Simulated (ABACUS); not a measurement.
The system is PbS (Galena).

```
Pb S
1.0
     0.00000    2.96575    2.96575
     2.96575    0.00000    2.96575
     2.96575    2.96575    0.00000
Pb S
1 1
Direct
  0.00000 0.00000 0.00000
  0.50000 0.50000 0.50000
```

Base run:

- Program: ABACUS 3.10.1
- Functional: MS2
- Potentials or basis: SG15 ONCV 1.2 PBE
- Cutoff: 993 eV
- Density cutoff: 3973 eV
- Basis: plane waves
- k mesh: 5 × 5 × 5
- Occupations: fermi-dirac, width 0.05 eV
- Spin: no spin polarisation

Its results: pressure 36.8 GPa.

Problem. The run is repeated on the same cell with these changes: functional from MS2 to TPSS. What comes out?

Solution. Pressure 1.5 GPa.

Caveats: the potentials were made for another functional, which shifts forces and pressure; a pressure of tens of GPa on the cell as given is suspect, and the run, the potentials or the cell itself is likely at fault (some runs).

Not every run made on this cell is shown here.
